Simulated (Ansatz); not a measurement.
The system is SiC (Moissanite).

```
Si C
1.0
     3.07600    0.00000    0.00000
    -1.53800    2.66389    0.00000
     0.00000    0.00000    5.04800
Si C
2 2
Direct
  0.66667 0.33333 0.50000
  0.33333 0.66667 0.00000
  0.66667 0.33333 0.88500
  0.33333 0.66667 0.38500
```

- Program: Ansatz 0.2.0
- Task: relaxation of cell and atoms
- Functional: HF
- Potentials or basis: Ansatz PAW
- Cutoff: 420 eV (not typed: the program's choice for these potentials)
- k mesh: 5 × 5 × 3
- Occupations: fermi-dirac, width 0.05 eV
- Spin: no spin polarisation

At the start: volume 10.34 Å³/atom.

Q: How do energy, volume and symmetry change on relaxing?

A: It ends after 6 steps and the volume is 10.41 Å³/atom (+0.6 %); space group P6_3mc (No. 186, to 0.05 Å).

The path:
```tsv
step	energy change (eV)	largest force (eV/Å)	volume (Å³)
1	0.0000	0.8665	41.36
2	-0.0241	0.3675	41.53
3	-0.0408	0.0036	41.59
4	-0.0408	0.0009	41.62
5	-0.0408	0.0000	41.63
6	-0.0410	0.0001	41.63
```

Final structure:
```
Si C
1.0
     3.08388    0.00000    0.00000
    -1.54194    2.67072    0.00000
     0.00000    0.00000    5.05467
Si C
2 2
Direct
  0.66667 0.33333 0.50433
  0.33333 0.66667 0.00433
  0.66667 0.33333 0.88067
  0.33333 0.66667 0.38067
```

Caveat: the k mesh is coarse (spacing up to 0.47 Å⁻¹), so the values aren't converged, least of all with exact exchange; the plane-wave basis is chosen anew once the cell has moved, so the energies of steps on either side of that aren't comparable; the PAW data sets come from PBE, with cores solved anew for the run's functional, which leaves a small shift of forces and pressure.
